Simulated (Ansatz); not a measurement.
HfC: equation of state with PBE

HfC:

```
Hf C
1.0
     0.00000    2.32500    2.32500
     2.32500    0.00000    2.32500
     2.32500    2.32500    0.00000
Hf C
1 1
Cartesian
  2.3250 2.3250 2.3250
  0.0000 0.0000 0.0000
```

* Program: Ansatz 0.2.0
* Task: equation of state
* Functional: PBE
* Potentials or basis: all-electron LAPW, inner shells corrected to Dirac's equation
* Basis error allowed: 0.001 eV/atom
* k mesh: 10 × 10 × 10
* Occupations: gaussian, width 0.1 eV
* Spin: collinear spin, ferromagnetic start
* Starting moments: [1.0, 0.0] μB
* Fixed moment: 1 μB

```
Equilibrium volume                      : 12.83 Å³/atom
Bulk modulus                            : 220 GPa
Pressure derivative of the bulk modulus : 4.0
```

Energy against volume, from the lowest point:
| volume (Å³/atom) | energy (meV/atom) |
| --- | --- |
| 11.814 | 63.07 |
| 12.065 | 34.45 |
| 12.317 | 14.96 |
| 12.568 | 3.74 |
| 12.819 | 0.00 |
| 13.071 | 3.05 |
| 13.322 | 12.24 |

All runs of the series together: 92 s on 1 thread of AMD EPYC 9R45 96-Core Processor (Zen 5), on a shared host.

Caveat: the total moment is fixed, so each spin has its own Fermi level. Zero-point motion and thermal expansion aren't in these numbers.
